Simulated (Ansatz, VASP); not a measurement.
**One calculation of MnO, two programs**

The input INCAR:

```
PREC     = Accurate       # precision mode
ENCUT    = 520            # plane-wave cutoff, eV
EDIFF    = 1E-7           # SCF threshold, eV
ISMEAR   = -1             # smearing method
SIGMA    = 0.05           # smearing width, eV
LREAL    = False          # projectors in reciprocal space
LASPH    = True           # aspherical terms in the spheres
NELM     = 150            # most SCF steps
ALGO     = Normal         # electronic algorithm
ISIF     = 2              # what is computed and relaxed
LWAVE    = False          # write WAVECAR
LCHARG   = False          # write CHGCAR
ISPIN    = 2              # spin polarisation
MAGMOM   = 4 0            # initial moments
LORBIT   = 11             # projections on sites
LMAXMIX  = 4              # l up to which the mixer works
GGA      = PE             # functional
NBANDS   = 20             # bands
```

The input KPOINTS:

```
regular mesh
0
Gamma
  10 10 10
```

Contents of POSCAR:

```
MnO
1.0
    0.0000000000      2.2386359976      2.2386359976
    2.2386359976      0.0000000000      2.2386359976
    2.2386359976      2.2386359976      0.0000000000
Mn O
1 1
Direct
    0.0000000000      0.0000000000      0.0000000000
    0.5000000000      0.5000000000      0.5000000000
```

The input input.yaml:

```yaml
crystal:
  lattice:
    - [0.0, 2.2386359976, 2.2386359976]
    - [2.2386359976, 0.0, 2.2386359976]
    - [2.2386359976, 2.2386359976, 0.0]
  atoms:
    - { symbol: Mn, position: [0.0, 0.0, 0.0], spin: 4.0 }
    - { symbol: O, position: [0.5, 0.5, 0.5] }
kpoints:
  mp_grid: { grid: [10, 10, 10] }
scf:
  occupations: { method: fermi_dirac, width: 0.05 }
hamiltonian:
  xc: pbe
  pseudopotentials: { kind: all_electron, lapw: { basis_error: 0.0005 } }
magnetization:
  spin_polarized: true
output:
  forces: true
  stress: true
  eigenvalues: true
```

Change from the starting cell: volume scaled by 1.02.

Alike in both runs: task single point; functional PBE; k mesh 10 × 10 × 10; occupations fermi-dirac, width 0.05 eV; collinear spin.

|  | VASP | Ansatz |
| --- | --- | --- |
| version | VASP 6.6.1 | Ansatz 0.2.0 |
| potentials or method | VASP PAW PBE potentials, release 64 (Mn_pv, O) | all-electron LAPW, scalar-relativistic |
| plane-wave cutoff (eV) | 520 | see its input |

VASP gave:

```
gap on the k mesh at the Fermi level (eV)                     : none
pressure (GPa)                                                : -2.4
net moment per atom (μB)                                      : 2.41
size of the moment on the site where the two differ most (μB) : 0.20
```

Q: Which values does Ansatz return?

A: gap on the k mesh at the Fermi level (eV): none; pressure (GPa): -2.5; net moment per atom (μB): 2.41; size of the moment on the site where the two differ most (μB): 0.23.

Site moments also hang on the region over which each program counts them. A gap of «none» marks a metal or a gap that the smearing closes. Ansatz ran all-electron here, so the differences hold the error of VASP's frozen core and of both bases.

Caveats: a cell with one magnetic atom can't hold antiferromagnetic order, which such compounds often take; semilocal functionals often make such compounds metallic where correlation or magnetic order opens a gap, which also shifts bond lengths.
